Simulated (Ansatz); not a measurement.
MgS:

```xyz
2
Lattice="0.0000 2.8331 2.8331 2.8331 0.0000 2.8331 2.8331 2.8331 0.0000" Properties=species:S:1:pos:R:3 pbc="T T T"
S     1.4166    1.4166    1.4166
Mg    0.0000    0.0000    0.0000
```

The cell comes from a database or a generator and needn't be the stable form of this composition.

```yaml
Program: Ansatz 0.2.0
Task: relaxation of cell and atoms
Functional: RPBE
Potentials_or_basis: all-electron LAPW, scalar-relativistic
Basis_error_allowed: 0.001 eV/atom
k_mesh: 8 × 8 × 8
Occupations: fermi-dirac, width 0.05 eV
Spin: no spin polarisation
```

At the start: volume 22.74 Å³/atom.

**Question.** Where does the relaxation end?

**Answer.** Over 5 steps the energy falls by 8.5 meV/atom and the volume is 23.82 Å³/atom (+4.7 %); space group F-43m (No. 216, to 0.05 Å).

The path:
```csv
step,energy change (eV),largest force (eV/Å),volume (Å³)
1,0.0000,0.0000,45.48
2,-0.0153,0.0000,46.93
3,-0.0170,0.0000,47.59
4,-0.0170,0.0000,47.64
5,-0.0170,0.0000,47.64
```

Final structure:
```
S Mg
1.0
     0.00000    2.87723    2.87723
     2.87723    0.00000    2.87723
     2.87723    2.87723    0.00000
S Mg
1 1
Direct
  0.25000 0.25000 0.25000
  0.00000 0.00000 0.00000
```
